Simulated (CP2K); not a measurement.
# CuO in CP2K: the effect of functional

Crystal: CuO.

```xyz
4
Lattice="2.9933 0.0000 0.0000 1.4966 2.5922 0.0000 1.4966 0.8641 4.8880" Properties=species:S:1:pos:R:3 pbc="T T T"
Cu    2.9525    1.6581    2.3854
Cu    2.9525    3.3863    4.8294
O     4.5307    2.6623    3.7246
O     1.5374    0.9341    1.2806
```

The cell comes from a database or a generator and needn't be the stable form of this composition.

The cell isn't the ideal one: atoms moved 0.2 Å in one direction.

Alike in all runs:

```yaml
Program: CP2K 2026.2
Task: atomic charges
Potentials_or_basis: POTENTIAL_UZH Cu GTH-PBE-q11, O GTH-PBE-q6; TZVP-MOLOPT-PBE-GTH basis
Density_cutoff: 11565 eV
k_mesh: 10 × 10 × 6
Occupations: fermi-dirac, width 0.05 eV
Spin: no spin polarisation
```

```csv
functional,pressure (GPa)
PBE,8.6
LDA,-4.9
PBEsol,0.2
rev-vdW-DF2,?
optB88-vdW,8.6
OLYP,8.4
HLE17,-12.1
```

Task: What does the run with functional rev-vdW-DF2 give?

Result: Pressure 6.1 GPa.

Caveats: the basis of atomic orbitals isn't converged, which shifts pressures, moduli and gaps; the run has no spin polarisation, though such a crystal can be magnetic; the potentials were made for another functional, which shifts forces and pressure (some runs); the potentials were made for a functional far from this one (some runs).
